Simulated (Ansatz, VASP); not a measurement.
Two plane-wave programs on Na2S

The input INCAR:

```
PREC = Accurate
ENCUT = 520
EDIFF = 1E-7
ISMEAR = -1
SIGMA = 0.05
LREAL = F
LASPH = T
NELM = 60
ALGO = Normal
ISIF = 2
LWAVE = F
LCHARG = F
GGA = PE
NBANDS = 17
```

KPOINTS

```
Automatic mesh
0
Gamma
  7 7 7
```

File POSCAR:

```
Na2S
1.0
    0.0000000000      3.3165773084      3.3165773084
    3.3165773084      0.0000000000      3.3165773084
    3.3165773084      3.3165773084      0.0000000000
S Na
1 2
Direct
    0.0000000000      0.0000000000      0.0000000000
    0.7500000000      0.7500000000      0.7500000000
    0.2500000000      0.2500000000      0.2500000000
```

The input input.yaml:

```yaml
crystal:
  lattice:
    - [0.0, 3.3165773084, 3.3165773084]
    - [3.3165773084, 0.0, 3.3165773084]
    - [3.3165773084, 3.3165773084, 0.0]
  atoms:
    - { symbol: S, position: [0.0, 0.0, 0.0] }
    - { symbol: Na, position: [0.75, 0.75, 0.75] }
    - { symbol: Na, position: [0.25, 0.25, 0.25] }
hamiltonian:
  xc: pbe
  pseudopotentials: { kind: paw }
kpoints:
  mp_grid: { grid: [7, 7, 7] }
scf:
  occupations: { method: fermi_dirac, width: 0.05 }
output:
  forces: true
  stress: true
  eigenvalues: true
```

Change from the starting cell: volume scaled by 1.04.

Alike in both runs: task single point; functional PBE; k mesh 7 × 7 × 7; occupations fermi-dirac, width 0.05 eV; no spin polarisation.

```csv
,VASP,Ansatz
version,VASP 6.6.1,Ansatz 0.2.0
potentials or method,"VASP PAW PBE potentials, release 64 (S, Na_pv)",Ansatz PAW
plane-wave cutoff (eV),520,420
valence electrons in the cell,20,24
```

```csv
,VASP,Ansatz,Ansatz less VASP
gap on the k mesh at the Fermi level (eV),2.35,2.35,+0.002
least direct gap on the mesh (eV),2.35,2.35,+0.002
pressure (GPa),-0.8,-0.8,-0.01
```

The two sets of potentials don't hold the same shells in valence.

Caveats: odd divisions of the mesh miss points on the zone boundary, where band edges often lie, so the gap on the mesh can be too wide (Ansatz).
